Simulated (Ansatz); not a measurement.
Questions on the electronic state of VN

The cell (4 atoms) is VN as an experimental structure (space group Fm-3m, primitive cell doubled). Source: COD entry 1557477; the sample's temperature and pressure aren't taken into account, and it need not be the stable phase.

```
V N
1.0
     0.00000    2.06640    2.06640
     4.13280    0.00000    4.13280
     2.06640    2.06640    0.00000
V N
2 2
Direct
  0.50000 0.25000 0.50000
  0.50000 0.75000 0.50000
  0.00000 0.00000 0.00000
  0.00000 0.50000 0.00000
```

Site labels below count the atoms in this order, from 1.

The calculation used DFT, PBE, PAW, plane waves, scalar-relativistic (Ansatz development build ahead of 0.2.0).

- Plane-wave cutoff: 420 eV
- k-point mesh: 10×5×10 (Γ-centred)
- Occupations: Fermi–Dirac smearing, 0.1 eV

“Lowest” means lowest among the runs made in this cell.

Task: Predict the lowest-energy solution among 5 converged runs.

Result: Non-magnetic, no gap on the k-mesh.
